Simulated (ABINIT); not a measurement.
# Al (Fm-3m) in ABINIT: further runs

Aim: see how the results for Al move with the level of theory and the settings. Levels: BP86+D3, r2SCAN, PBE+D3(BJ). Tasks: equation of state, projected density of states.

Everything below comes from runs of ABINIT 10.8.3 (patched build). Logs are shortened: lines on timing, memory, paths and dates and some standing lists are left out, and cuts for length are marked. The log counts tension as positive stress, the text compression.

**Measured values to compare with.**

“The interpretation of polycrystalline coherent inelastic neutron scattering from aluminium”, 2013, pmc:3831299 quotes, for a bulk crystal of Al: bulk modulus 76.9 GPa.

How close the calculation comes is told below.

## (1) The crystal as given

Symmetry: Fm-3m, No. 225, cubic system. Conventional cell: a = 4.050 Å, b = 4.050 Å, c = 4.050 Å, α = 90.00°, β = 90.00°, γ = 90.00°. Al (site symmetry m-3m) has 12 Al at 2.86 Å as nearest neighbours.

## (2) Equation of state, BP86+D3

The input, run.abi:

```
ndtset 7
getwfk -1
scalecart1 3*0.9795861087
scalecart2 3*0.9864848297
scalecart3 3*0.9932883884
scalecart4 3*1.0000000000
scalecart5 3*1.0066227096
scalecart6 3*1.0131594038
scalecart7 3*1.0196128224

pp_dirpath "./"
pseudos "Al.GGA_PBE-JTH.xml"

acell 3*1.0
rprim
     0.0000000000     3.8263269058     3.8263269058
     3.8263269058     0.0000000000     3.8263269058
     3.8263269058     3.8263269058     0.0000000000
ntypat 1
znucl 13
natom 1
typat 1
xred
     0.0000000000     0.0000000000     0.0000000000

ecut 544.227725 eV
pawecutdg 40.0

kptopt 1
ngkpt 11 11 11
nshiftk 1
shiftk 0.0 0.0 0.0

ixc -106132
vdw_xc 6

nband 6
occopt 3
tsmear 0.00183747

nstep 100
tolvrs 1.0e-9

iomode 3
prtwf 1
prtden 0
prteig 0
prtebands 0
enunit 1
```

Potentials or basis: JTH PAW PBE v2.0.

Command:

```console
$ abinit run.abi > log 2>&1
```

run.abo:

```text
.Version 10.8.3 of ABINIT
 DATASET    1 : space group Fm -3 m (#225); Bravais cF (face-center cubic)
================================================================================
 Values of the parameters that define the memory need for DATASET  1.
     intxc =       0    ionmov =       0      iscf =      17    lmnmax =       8
     lnmax =       4     mgfft =      24  mpssoang =       2    mqgrid =    3001
     natom =       1  nloc_mem =       2    nspden =       1   nspinor =       1
    nsppol =       1      nsym =      48    n1xccc =       1    ntypat =       1
    occopt =       3   xclevel =       2
       mpw =         462          nfft =       13824          nkpt =          56
 PAW method is used; the additional fine FFT grid is defined by:
   mgfftf=        32    nfftf =     32768
================================================================================
================================================================================
[... 71 lines left out ...]
 DATASET    7 : space group Fm -3 m (#225); Bravais cF (face-center cubic)
================================================================================
 Values of the parameters that define the memory need for DATASET  7.
     intxc =       0    ionmov =       0      iscf =      17    lmnmax =       8
     lnmax =       4     mgfft =      24  mpssoang =       2    mqgrid =    3001
     natom =       1  nloc_mem =       2    nspden =       1   nspinor =       1
    nsppol =       1      nsym =      48    n1xccc =       1    ntypat =       1
    occopt =       3   xclevel =       2
       mpw =         532          nfft =       13824          nkpt =          56
 PAW method is used; the additional fine FFT grid is defined by:
   mgfftf=        32    nfftf =     32768
================================================================================
================================================================================

--------------------------------------------------------------------------------
------------- Echo of variables that govern the present computation ------------
--------------------------------------------------------------------------------
 -outvars: echo values of preprocessed input variables --------
            acell      1.0000000000E+00  1.0000000000E+00  1.0000000000E+00 Bohr
              amu      2.69815390E+01
             ecut      2.00000000E+01 Hartree
           enunit           1
           getwfk          -1
                       outvar_i_n : Printing only first  50 k-points.
              ixc     -106132
           jdtset        1    2    3    4    5    6    7
                       outvar_i_n : Printing only first  50 k-points.
         kptrlatt       11    0    0      0   11    0      0    0   11
          kptrlen1     5.83085676E+01
          kptrlen2     5.87192048E+01
          kptrlen3     5.91241776E+01
          kptrlen4     5.95236774E+01
          kptrlen5     5.99178855E+01
          kptrlen6     6.03069736E+01
          kptrlen7     6.06911048E+01
            natom           1
            nband           6
           ndtset           7
            ngfft          24      24      24
          ngfftdg          32      32      32
             nkpt          56
            nstep         100
             nsym          48
           ntypat           1
                       prtocc : prtvol=0, do not print more k-points.
           occopt           3
        pawecutdg      4.00000000E+01 Hartree
         pawxcdev           0
           prtden           0
        prtebands           0
           prteig           0
            rprim1     0.0000000000E+00  3.7482166843E+00  3.7482166843E+00
                       3.7482166843E+00  0.0000000000E+00  3.7482166843E+00
                       3.7482166843E+00  3.7482166843E+00  0.0000000000E+00
            rprim2     0.0000000000E+00  3.7746134460E+00  3.7746134460E+00
                       3.7746134460E+00  0.0000000000E+00  3.7746134460E+00
                       3.7746134460E+00  3.7746134460E+00  0.0000000000E+00
            rprim3     0.0000000000E+00  3.8006460858E+00  3.8006460858E+00
                       3.8006460858E+00  0.0000000000E+00  3.8006460858E+00
                       3.8006460858E+00  3.8006460858E+00  0.0000000000E+00
            rprim4     0.0000000000E+00  3.8263269058E+00  3.8263269058E+00
                       3.8263269058E+00  0.0000000000E+00  3.8263269058E+00
                       3.8263269058E+00  3.8263269058E+00  0.0000000000E+00
            rprim5     0.0000000000E+00  3.8516675577E+00  3.8516675577E+00
                       3.8516675577E+00  0.0000000000E+00  3.8516675577E+00
                       3.8516675577E+00  3.8516675577E+00  0.0000000000E+00
            rprim6     0.0000000000E+00  3.8766790866E+00  3.8766790866E+00
                       3.8766790866E+00  0.0000000000E+00  3.8766790866E+00
                       3.8766790866E+00  3.8766790866E+00  0.0000000000E+00
            rprim7     0.0000000000E+00  3.9013719758E+00  3.9013719758E+00
                       3.9013719758E+00  0.0000000000E+00  3.9013719758E+00
                       3.9013719758E+00  3.9013719758E+00  0.0000000000E+00
          spgroup         225
           tolvrs      1.00000000E-09
           tsmear      1.83747000E-03 Hartree
            typat      1
           useylm           1
           vdw_xc           6
                       outvars : Printing only first  50 k-points.
            znucl       13.00000

================================================================================

 chkinp: Checking input parameters for consistency, jdtset=   1.

 chkinp: Checking input parameters for consistency, jdtset=   2.
[... 31 lines left out ...]
 getcut: wavevector=  0.0000  0.0000  0.0000  ngfft=  24  24  24
         ecut(hartree)=     20.000   => boxcut(ratio)=   2.24901

 getcut : COMMENT -
  Note that boxcut > 2.2 ; recall that boxcut=Gcut(box)/Gcut(sphere) = 2
  is sufficient for exact treatment of convolution.
  Such a large boxcut is a waste : you could raise ecut
  e.g. ecut=   25.290235 Hartrees makes boxcut=2

 Fine grid specifications (used for densities):

 getcut: wavevector=  0.0000  0.0000  0.0000  ngfft=  32  32  32
         ecut(hartree)=     40.000   => boxcut(ratio)=   2.12039

--- Pseudopotential description ------------------------------------------------
- pspini: atom type   1  psp file is ./Al.GGA_PBE-JTH.xml
 Pseudopotential format is: paw10
 basis_size (lnmax)=  4 (lmn_size=  8), orbitals=   0   0   1   1
 Spheres core radius: rc_sph= 1.90363307
 Shapefunction is SIN type: shapef(r)=[sin(pi*r/rshp)/(pi*r/rshp)]**2
 Radius for shape functions =  1.60786206
 Compensation charge density is not taken into account in XC energy/potential

  -1.09563711E+01                                ecore*ucvol(ha*bohr**3)
--------------------------------------------------------------------------------

================================================================================

--- !BeginCycle
iteration_state: {dtset: 1, }
solver: {iscf: 17, nstep: 100, nline: 4, wfoptalg: 10, }
tolerances: {tolvrs: 1.00E-09, }
...
[... 149 lines left out ...]
 getcut: wavevector=  0.0000  0.0000  0.0000  ngfft=  24  24  24
         ecut(hartree)=     20.000   => boxcut(ratio)=   2.23328

 getcut : COMMENT -
  Note that boxcut > 2.2 ; recall that boxcut=Gcut(box)/Gcut(sphere) = 2
  is sufficient for exact treatment of convolution.
  Such a large boxcut is a waste : you could raise ecut
  e.g. ecut=   24.937751 Hartrees makes boxcut=2

 Fine grid specifications (used for densities):

 getcut: wavevector=  0.0000  0.0000  0.0000  ngfft=  32  32  32
         ecut(hartree)=     40.000   => boxcut(ratio)=   2.10556
--------------------------------------------------------------------------------
[... 158 lines left out ...]
 getcut: wavevector=  0.0000  0.0000  0.0000  ngfft=  24  24  24
         ecut(hartree)=     20.000   => boxcut(ratio)=   2.21799

 getcut : COMMENT -
  Note that boxcut > 2.2 ; recall that boxcut=Gcut(box)/Gcut(sphere) = 2
  is sufficient for exact treatment of convolution.
  Such a large boxcut is a waste : you could raise ecut
  e.g. ecut=   24.597297 Hartrees makes boxcut=2

 Fine grid specifications (used for densities):

 getcut: wavevector=  0.0000  0.0000  0.0000  ngfft=  32  32  32
         ecut(hartree)=     40.000   => boxcut(ratio)=   2.09114
--------------------------------------------------------------------------------
[... 157 lines left out ...]
 getcut: wavevector=  0.0000  0.0000  0.0000  ngfft=  24  24  24
         ecut(hartree)=     20.000   => boxcut(ratio)=   2.20310

 getcut : COMMENT -
  Note that boxcut > 2.2 ; recall that boxcut=Gcut(box)/Gcut(sphere) = 2
  is sufficient for exact treatment of convolution.
  Such a large boxcut is a waste : you could raise ecut
  e.g. ecut=   24.268230 Hartrees makes boxcut=2

 Fine grid specifications (used for densities):

 getcut: wavevector=  0.0000  0.0000  0.0000  ngfft=  32  32  32
         ecut(hartree)=     40.000   => boxcut(ratio)=   2.07710
--------------------------------------------------------------------------------
[... 625 lines left out ...]
-Cartesian components of stress tensor (GPa)         [Pressure= -6.6035E+00 GPa]
- sigma(1 1)=  6.60345331E+00  sigma(3 2)=  0.00000000E+00
- sigma(2 2)=  6.60345331E+00  sigma(3 1)=  0.00000000E+00
- sigma(3 3)=  6.60345331E+00  sigma(2 1)=  0.00000000E+00

== END DATASET(S) ==============================================================
================================================================================

 -outvars: echo values of variables after computation  --------
            acell      1.0000000000E+00  1.0000000000E+00  1.0000000000E+00 Bohr
           etotal1    -2.1065298615E+00
           etotal2    -2.1065957013E+00
           etotal3    -2.1065287640E+00
           etotal4    -2.1063434851E+00
           etotal5    -2.1060535317E+00
           etotal6    -2.1056707329E+00
           etotal7    -2.1052067987E+00
            fcart1    -0.0000000000E+00 -0.0000000000E+00 -0.0000000000E+00
            fcart2    -0.0000000000E+00 -0.0000000000E+00 -0.0000000000E+00
            fcart3    -0.0000000000E+00 -0.0000000000E+00 -0.0000000000E+00
            fcart4    -0.0000000000E+00 -0.0000000000E+00 -0.0000000000E+00
            fcart5    -0.0000000000E+00 -0.0000000000E+00 -0.0000000000E+00
            fcart6    -0.0000000000E+00 -0.0000000000E+00 -0.0000000000E+00
            fcart7    -0.0000000000E+00 -0.0000000000E+00 -0.0000000000E+00
            rprim1     0.0000000000E+00  3.7482166843E+00  3.7482166843E+00
                       3.7482166843E+00  0.0000000000E+00  3.7482166843E+00
                       3.7482166843E+00  3.7482166843E+00  0.0000000000E+00
[... 17 lines left out ...]
                       3.9013719758E+00  3.9013719758E+00  0.0000000000E+00
           strten1    -6.0156976703E-05 -6.0156976703E-05 -6.0156976703E-05
                       0.0000000000E+00  0.0000000000E+00  0.0000000000E+00
           strten2     2.7401160034E-06  2.7401160034E-06  2.7401160034E-06
                       0.0000000000E+00  0.0000000000E+00  0.0000000000E+00
           strten3     5.8594574630E-05  5.8594574630E-05  5.8594574630E-05
                       0.0000000000E+00  0.0000000000E+00  0.0000000000E+00
           strten4     1.0811356968E-04  1.0811356968E-04  1.0811356968E-04
                       0.0000000000E+00  0.0000000000E+00  0.0000000000E+00
           strten5     1.5190434025E-04  1.5190434025E-04  1.5190434025E-04
                       0.0000000000E+00  0.0000000000E+00  0.0000000000E+00
           strten6     1.9051739714E-04  1.9051739714E-04  1.9051739714E-04
                       0.0000000000E+00  0.0000000000E+00  0.0000000000E+00
           strten7     2.2444681608E-04  2.2444681608E-04  2.2444681608E-04
                       0.0000000000E+00  0.0000000000E+00  0.0000000000E+00
 Calculation completed.
```

Run time: 16 s. Hardware: 1 thread of Intel Xeon 6975P-C (Granite Rapids), shared host; peak memory 0.12 GiB.

What came out:

```
Equilibrium volume                      : 15.93 Å³/atom
Bulk modulus                            : 84 GPa
Pressure derivative of the bulk modulus : 4.8
```

Energy against volume, from the lowest point:
```
volume (Å³/atom)  energy (meV/atom)
          15.607               1.79
          15.939               0.00
          16.271               1.82
          16.603               6.86
          16.935              14.75
          17.267              25.17
          17.599              37.79
```

Caveat: pressures at fixed basis lie under the slope of the energies; the PAW data sets were made with another functional, which shifts forces and pressure a little.

## (3) Projected density of states, r2SCAN

The input, run.abi:

```
# Datasets: ground state, then fixed potential
ndtset 2

# Pseudopotentials
pp_dirpath "./"
pseudos "Al.GGA_PBE-JTH.xml"

# Structure
acell 5.4112434042 5.4112434042 5.4112434042
rprim
     0.0000000000     0.7071067812     0.7071067812
     0.7071067812     0.0000000000     0.7071067812
     0.7071067812     0.7071067812     0.0000000000
ntypat 1
znucl 13
natom 1
typat 1
xred
     0.0000000000     0.0000000000     0.0000000000

# Plane-wave basis
ecut 563.275695 eV
pawecutdg 41.4

# Exchange and correlation
ixc -497498
usekden 1
pawxcdev 0

# Bands and occupations
occopt 3
tsmear 0.00367493

# SCF cycle
nstep 100

# Output
iomode 3
prtwf 0
prteig 0
prtebands 0
prtden1 1
prtkden1 1

# Dataset 1
kptopt1 1
ngkpt1 11 11 11
nshiftk1 1
shiftk1 0.0 0.0 0.0
nband1 6
tolvrs1 1.0e-7

# Dataset 2: density of states
iscf2 -3
getden2 1
getkden2 1
nband2 8
nbdbuf2 2
tolwfr2 1.0e-10
kptopt2 1
ngkpt2 15 15 15
nshiftk2 1
shiftk2 0.0 0.0 0.0
prtdos2 3
dosdeltae2 0.02 eV
natsph 1
iatsph 1
```

Potentials or basis: JTH PAW PBE v2.0.

Command:

```console
$ abinit run.abi > log 2>&1
```

Wall time 31 s (1 thread of INTEL XEON PLATINUM 8581C at 2.30GHz (Emerald Rapids), shared host); peak memory 0.11 GiB.

The run converged. Its results:

```yaml
Free_energy: -11.8157 eV
Pressure: -2.9 GPa
Band_gap_on_the_k_mesh: none (metal or under the smearing width)
Valence_electrons_inside_the_program's_atomic_spheres: Al 0.71 (radii [1.0074] Å)
```

Levels at points of the mesh, in eV from the Fermi level:
| k point | band 1 | band 2 | band 3 | band 4 | band 5 | band 6 |
| --- | --- | --- | --- | --- | --- | --- |
| (0.00, 0.00, 0.00) | -11.84 | 13.48 | 13.48 | 13.48 | 15.05 | 15.05 |

States per cell in windows of 1 eV (zero at the Fermi level; states under -8 eV left out):
```tsv
from (eV)	total	Al1 p	Al1 s	Al1 d
-8.0	0.23	0.02	0.04	0.00
-7.0	0.25	0.02	0.04	0.00
-6.0	0.31	0.03	0.04	0.00
-5.0	0.30	0.04	0.03	0.00
-4.0	0.33	0.04	0.03	0.01
-3.0	0.32	0.04	0.03	0.01
-2.0	0.37	0.05	0.03	0.01
-1.0	0.35	0.05	0.03	0.01
0.0	0.38	0.05	0.03	0.02
1.0	0.41	0.05	0.03	0.02
2.0	0.40	0.05	0.04	0.02
3.0	0.45	0.06	0.04	0.02
4.0	0.48	0.07	0.04	0.03
5.0	0.52	0.09	0.04	0.03
6.0	0.56	0.10	0.03	0.03
7.0	0.50	0.09	0.02	0.03
```

Caveat: the PAW data sets were made with another functional, which shifts forces and pressure a little.

## (4) Equation of state, PBE+D3(BJ)

The input, run.abi:

```
# Datasets: one volume each
ndtset 7
getwfk -1

# Pseudopotentials
pp_dirpath "./"
pseudos "Al.GGA_PBE-JTH.xml"

# Structure
natom 1
structure1 "poscar:POSCAR1"
structure2 "poscar:POSCAR2"
structure3 "poscar:POSCAR3"
structure4 "poscar:POSCAR4"
structure5 "poscar:POSCAR5"
structure6 "poscar:POSCAR6"
structure7 "poscar:POSCAR7"

# Plane-wave basis
ecut 707.496042 eV
pawecutdg 48.0

# k points
kptopt 1
ngkpt 11 11 11
nshiftk 1
shiftk 0.0 0.0 0.0

# Exchange and correlation
ixc 11
vdw_xc 7

# Bands and occupations
nband 6
occopt 4
tsmear 0.1 eV

# SCF cycle
nstep 100
tolvrs 1.0e-9

# Output
iomode 3
prtwf 1
prtden 0
prteig 0
prtebands 0
enunit 2
```

The input, POSCAR1:

```
Al
1.0
    0.0000000000      1.9834708509      1.9834708509
    1.9834708509      0.0000000000      1.9834708509
    1.9834708509      1.9834708509      0.0000000000
Al
1
Direct
    0.0000000000      0.0000000000      0.0000000000  Al
```

The input, POSCAR2:

```
Al
1.0
    0.0000000000      1.9974394157      1.9974394157
    1.9974394157      0.0000000000      1.9974394157
    1.9974394157      1.9974394157      0.0000000000
Al
1
Direct
    0.0000000000      0.0000000000      0.0000000000  Al
```

The input, POSCAR3:

```
Al
1.0
    0.0000000000      2.0112152952      2.0112152952
    2.0112152952      0.0000000000      2.0112152952
    2.0112152952      2.0112152952      0.0000000000
Al
1
Direct
    0.0000000000      0.0000000000      0.0000000000  Al
```

The input, POSCAR4:

```
Al
1.0
    0.0000000000      2.0248050000      2.0248050000
    2.0248050000      0.0000000000      2.0248050000
    2.0248050000      2.0248050000      0.0000000000
Al
1
Direct
    0.0000000000      0.0000000000      0.0000000000  Al
```

The input, POSCAR5:

```
Al
1.0
    0.0000000000      2.0382146954      2.0382146954
    2.0382146954      0.0000000000      2.0382146954
    2.0382146954      2.0382146954      0.0000000000
Al
1
Direct
    0.0000000000      0.0000000000      0.0000000000  Al
```

The input, POSCAR6:

```
Al
1.0
    0.0000000000      2.0514502267      2.0514502267
    2.0514502267      0.0000000000      2.0514502267
    2.0514502267      2.0514502267      0.0000000000
Al
1
Direct
    0.0000000000      0.0000000000      0.0000000000  Al
```

The input, POSCAR7:

```
Al
1.0
    0.0000000000      2.0645171409      2.0645171409
    2.0645171409      0.0000000000      2.0645171409
    2.0645171409      2.0645171409      0.0000000000
Al
1
Direct
    0.0000000000      0.0000000000      0.0000000000  Al
```

Command:

```console
$ abinit run.abi > log 2>&1
```

Wall time 20 s (1 thread of INTEL XEON PLATINUM 8581C at 2.30GHz (Emerald Rapids), shared host); peak memory 0.13 GiB.

Results (log left out):

```yaml
Equilibrium_volume: 15.80 Å³/atom
Bulk_modulus: 88 GPa
Pressure_derivative_of_the_bulk_modulus: 4.6
```

Energy against volume, from the lowest point:
```csv
volume (Å³/atom),energy (meV/atom)
15.607,0.36
15.939,0.00
16.271,3.31
16.603,9.88
16.935,19.35
17.267,31.40
17.599,45.75
```

Caveat: pressures at fixed basis lie under the slope of the energies.

## (5) The runs side by side

```tsv
task	level	cutoff (eV)	smearing	fine-grid cutoff	k mesh for the DOS	other keys	V0 of scaled cells (Å³/atom)	B0 (GPa)
equation of state	BP86+D3	544	fermi-dirac 0.05 eV	1088.46 eV	-	-	15.93	84
projected density of states	r2SCAN	563	fermi-dirac 0.1 eV	1126.55 eV	15 × 15 × 15	ecut_ha = 20.7	-	-
equation of state	PBE+D3(BJ)	707	cold (ABINIT) 0.1 eV	1306.15 eV	-	-	15.80	88
```

Alike in all rows: potentials or basis JTH PAW PBE v2.0; no spin polarisation; cell as given; k mesh 11 × 11 × 11.

Caveats: pressures at fixed basis lie under the slope of the energies (some runs); the PAW data sets were made with another functional, which shifts forces and pressure a little (some runs).

Total energies depend on the potentials used, so only differences within one code and one set of settings carry meaning.

## (6) How close it comes

Step 2. Against the measured bulk modulus of Al, 76.9 GPa (quoted in “The interpretation of polycrystalline coherent inelastic neutron scattering from aluminium”, 2013, pmc:3831299), the calculated 84 GPa is off by +9.5 %. The fit is for a static lattice scaled at fixed shape and fixed fractional positions. The cell as given is a measured one (16.60 Å³/atom); BP86+D3 puts the equilibrium volume -4.0 % from it, thermal expansion not counted.

Step 4. Measured bulk modulus of Al: 76.9 GPa (quoted in “The interpretation of polycrystalline coherent inelastic neutron scattering from aluminium”, 2013, pmc:3831299). This calculation gives 88 GPa (+14.7 %). The fit is for a static lattice scaled at fixed shape and fixed fractional positions. The cell as given is a measured one (16.60 Å³/atom); PBE+D3(BJ) puts the equilibrium volume -4.8 % from it, thermal expansion not counted.
